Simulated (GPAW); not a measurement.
Computed results, one entry a study.

```json
{"subject": "Quasiparticle gap of BeS (honeycomb monolayer) in GPAW", "lattice_ang": [[3.4179, 0.0, 0.0], [-1.709, 2.96, 0.0], [0.0, 0.0, 11.4]], "atoms": [["Be", 0.3333, 0.6667, 0.4998], ["S", 0.6667, 0.3333, 0.5002]], "method": "DFT, LDA, plane waves, PAW (and 1 further level or step)", "program": "GPAW 26.7.0", "settings": "cutoff 600 eV, GPAW PAW setups 1.2.1 data release, 12×12×1 k-mesh, nbands 271", "cost": "4 runs, 8.2 min in all on 4 MPI ranks of Arm Neoverse V1, shared host", "notes": "The structure was relaxed with LDA.", "results": {"lda_gap": "4.29 eV, indirect", "g0w0_gap_on_the_mesh": "7.02 eV", "gw_settings": "12×12×1 mesh, 121 bands, screening to 60 eV, full frequency, Hilbert transform", "known_limits": "short of the basis limit"}}
```

[Long decimals in the printed logs are rounded to 6 places.]

[Logs are printed without paths, hosts, clocks, repeated set-up lines and the standing remarks that a program may print on its own settings, such as how far it seeks lower states.]

[Paths, hosts, dates, memory and timing lines, banners, echoed tables and standing remarks are left out of the program output; an Ansatz launch command may be rebuilt from the run's recorded settings. Measured values are a selection of at most five: reports struck by readers or far from the other reports are left out. None is set beside runs whose start may be inverted or whose files or cutoffs have a known fault.]

[Runs of the session that timed out or met a known fault of the program may be left out.]

[Hosts, paths, dates, database ids (printed as entryN), source tags and the programs' standing remarks are cut or masked in the printed files.]

[Where the starting crystal was built by hand or by swapping elements, it need not be the compound's stable phase.]
